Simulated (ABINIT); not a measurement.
The system is SnSe.

```
Sn Se
1.0
     0.00000    3.01000    3.01000
     3.01000    0.00000    3.01000
     3.01000    3.01000    0.00000
Sn Se
1 1
Direct
  0.00000 0.00000 0.00000
  0.50000 0.50000 0.50000
```

Measurements of this composition are mostly on another form, of space group No. 62.

Program: ABINIT 10.8.3 (patched build). Alike in all runs: potentials or basis JTH PAW PBE v2.0; cell as given; cutoff (eV) 599; smearing fermi-dirac 0.05 eV. Hardware: 1 thread of Arm Neoverse V2 (shared host).

Question: Order these runs on this cell by their wall time, lowest first.
A. task band structure; level PBEsol; spin off; k mesh 8 × 8 × 8; mesh quality not flagged
B. task single point; level PBEsol; spin off; k mesh 3 × 3 × 3; mesh quality coarse
C. task band structure; level RPBE; spin SOC, no magnetisation; k mesh 8 × 8 × 8; mesh quality not flagged

Answer: B (8.5 s), A (71 s), C (420 s).

Caveats: some runs use coarse meshes.

Runs at the PBE level aren't shown here.
